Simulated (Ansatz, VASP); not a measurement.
# Two plane-wave programs on ScAl2

```
Sc Al
1.0
     0.00000    3.82736    3.82736
     3.82736    0.00000    3.82736
     3.82736    3.82736    0.00000
Sc Al
2 4
Direct
  0.50000 0.50000 0.50000
  0.75000 0.75000 0.75000
  0.12500 0.12500 0.12500
  0.62500 0.12500 0.12500
  0.12500 0.62500 0.12500
  0.12500 0.12500 0.62500
```

The cell comes from a database or a generator and needn't be the stable form of this composition.

Alike in both runs: task single point; functional LDA; k mesh 5 × 5 × 5; no spin polarisation.

|  | VASP | Ansatz |
| --- | --- | --- |
| version | VASP 6.6.1 | Ansatz 0.2.0 |
| potentials or method | VASP PAW LDA potentials, release 64 (Sc_sv, Al) | plane waves, PAW |
| plane-wave cutoff (eV) | 520 | 653 |
| occupations | methfessel-paxton of order 1, width 0.1 eV | methfessel-paxton of order 1 |
| valence electrons in the cell | 34 | 34 |

Ansatz gave:

| Item | Value |
| --- | --- |
| pressure (GPa) | -6.7 |

Task: Estimate VASP's values.

Result: Pressure (GPa): -6.6.

Ansatz warned: «stress_scf_threshold_loose».
